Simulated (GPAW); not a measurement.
A run of GPAW 26.7.0 is set up as follows.

run.py

```python
from ase import Atoms
from ase.eos import EquationOfState
from ase.io import Trajectory
from ase.units import GPa
from gpaw import GPAW, PW

atoms = Atoms(['Au'],
              cell=[[0.0, 2.035, 2.035],
                    [2.035, 0.0, 2.035],
                    [2.035, 2.035, 0.0]],
              scaled_positions=[[0.0, 0.0, 0.0]],
              pbc=True)

traj = Trajectory('eos.traj', 'w')
volumes, energies = [], []
for x in [0.94, 0.96, 0.98, 1.0, 1.02, 1.04, 1.06]:
    a = atoms.copy()
    a.set_cell(atoms.cell * x**(1 / 3), scale_atoms=True)
    calc = GPAW(mode=PW(600),
                xc='MGGA_X_R4SCAN+MGGA_C_R2SCAN',
                kpts={'size': (11, 11, 11), 'gamma': True},
                occupations={'name': 'fermi-dirac', 'width': 0.05},
                nbands=14,
                convergence={'density': 1e-05, 'energy': 1e-05},
                maxiter=150,
                txt=f'eos-{x:.2f}.txt')
    a.calc = calc
    energies.append(a.get_potential_energy(force_consistent=True))
    volumes.append(a.get_volume())
    p = -a.get_stress()[:3].mean() / GPa
    calc.write(f'eos-{x:.2f}.gpw')
    traj.write(a)
    print(f'{x:.2f} {volumes[-1]:10.4f} A^3 {energies[-1]:14.6f} eV {p:9.3f} GPa', flush=True)

v0, e0, B = EquationOfState(volumes, energies, eos='birchmurnaghan').fit()
print(f'V0 = {v0:.4f} A^3, E0 = {e0:.6f} eV, B0 = {B / GPa:.2f} GPa')
```

Potentials or basis: GPAW PAW data sets (gpaw-data 1.2.1), pw.

Launch:

```bash
$ OMP_NUM_THREADS=1 python run.py
```

(1) What does it give for the bulk modulus?

(2) Predict the equilibrium volume.

Results:

(1) 164 GPa (rough).

(2) 17.51 Å³/atom (rough: see the caveat).

Caveat: with this Au data set, volumes or pressures lay over 1.5 % or 2 GPa off other programs in two to four cells of ten; the points scatter about the fit; the PAW data sets were made with another functional, which shifts forces and pressure a little.
